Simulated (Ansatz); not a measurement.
## Calculated quadrupolar parameters for AlAs under strain

The cell is an entry of the Crystallography Open Database (COD), relaxed with PBE at fixed cell and then changed (z compressed by 1 %, ions relaxed).

```
Al As
1.0
     0.00000    2.83040    2.80210
     2.83040    0.00000    2.80210
     2.83040    2.83040    0.00000
Al As
1 1
Direct
  0.00000 0.00000 0.00000
  0.25000 0.25000 0.25000
```

Atoms are numbered from 1 in the order listed; like atoms form one site, named after its first atom.

Level of theory: DFT, PBE, plane waves and PAW, scalar-relativistic, 420 eV cutoff, Γ-centred 13×13×13 k-points, Fermi–Dirac smearing 0.02 eV (Ansatz 0.2.0).

C_Q = eQV_zz/h, which is 24.18 MHz for Q = 1 b and V_zz = 10²¹ V/m²; η = (V_xx − V_yy)/V_zz.

27Al: I = 5/2, Q = 146.6 mb; 75As: I = 3/2, Q = 311.0 mb. Nuclear quadrupole moments: year-2017 set (Pyykkö).

| site | atoms (order as listed) | first shell | V_xx, V_yy, V_zz (10²¹ V/m²) | η | C_Q (MHz) |
| --- | --- | --- | --- | --- | --- |
| Al | 1 | 4 As at 2.44 Å | -0.040, -0.040, 0.081 | 0.00 | 0.285 |
| As | 2 | 4 Al at 2.44 Å | 0.13, 0.13, -0.26 | 0.00 | -1.99 |

An axis of threefold or higher order runs through Al and As, so V_zz lies along it and η is zero.

The relaxation (1 step) took 7.7 s of wall time (7.7 s of CPU time) and 0.51 GiB at its peak, on 1 thread of Intel Xeon 6975P-C (Granite Rapids) (x86_64; 16 cores open to the job, memory cap 3.0 GiB, no GPU), a shared host with a load of 0.6 a core.
